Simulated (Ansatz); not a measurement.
## One structure type, several compounds

Method: Ansatz 0.2.0, DFT, PBE, all-electron LAPW, scalar-relativistic.

All compounds have space group P6_3/mmc with 2 atoms in the primitive cell. V0, B0 and B0′ come from third-order Birch–Murnaghan fits to pressures at five volumes, with shape and internal coordinates held; prototypes and MP cells needn't be known phases. Spin-polarised runs start from parallel moments; other orders may lie lower.

Spin–orbit coupling is left out, though it moves levels of the heavy atoms by tenths of an eV or more.

Ni: Ni 2c (0.333 0.667 0.250); shape as in a = 2.49 Å, b = 2.49 Å, c = 4.09 Å, α = 90.00°, β = 90.00°, γ = 120.00°; hcp type, relaxed by us; 15×15×8 mesh, smearing 0.05 eV; polarised, ending at 1.3 μB
Li: Li 2c (0.333 0.667 0.250); shape as in a = 3.05 Å, b = 3.05 Å, c = 5.00 Å, α = 90.00°, β = 90.00°, γ = 120.00°; hcp type, relaxed by us; 16×16×9 mesh, smearing 0.05 eV; no spin
Cr: Cr 2c (0.333 0.667 0.250); shape as in a = 2.49 Å, b = 2.49 Å, c = 4.46 Å, α = 90.00°, β = 90.00°, γ = 120.00°; hcp type, relaxed by us; 17×17×9 mesh, smearing 0.05 eV; polarised, ending at 0.0 μB
Zn: Zn 2c (0.333 0.667 0.250); shape as in a = 2.66 Å, b = 2.66 Å, c = 4.95 Å, α = 90.00°, β = 90.00°, γ = 120.00°; COD 9008522, reported; 16×16×8 mesh, smearing 0.03 eV; no spin
Ir: Ir 2c (0.333 0.667 0.250); shape as in a = 2.75 Å, b = 2.75 Å, c = 4.45 Å, α = 90.00°, β = 90.00°, γ = 120.00°; hcp type, relaxed by us; 15×15×8 mesh, smearing 0.03 eV; no spin
Y: Y 2c (0.333 0.667 0.250); shape as in a = 3.65 Å, b = 3.65 Å, c = 5.75 Å, α = 90.00°, β = 90.00°, γ = 120.00°; COD 1539818, reported; 12×12×7 mesh, smearing 0.08 eV; no spin

| compound | V0 (Å³/atom) | B0 (GPa) | B0′ | cell moment (μB) |
| --- | --- | --- | --- | --- |
| Ni | ? | 198 | 4.9 | 1.3 |
| Li | 20.22 | 14 | 3.3 | – |
| Cr | 11.91 | 236 | 4.2 | 0.0 |
| Zn | 15.12 | 75 | 5.7 | – |
| Ir | ? | ? | 5.1 | – |
| Y | 32.93 | 40 | 3.0 | – |

Question: What belongs in the row "Ir", column "B0 (GPa)"?

Answer: 343.

Question: Give the missing entry: row "Ir", column "V0 (Å³/atom)".

Answer: 14.56.

Question: What belongs in the row "Ni", column "V0 (Å³/atom)"?

Answer: 10.92.
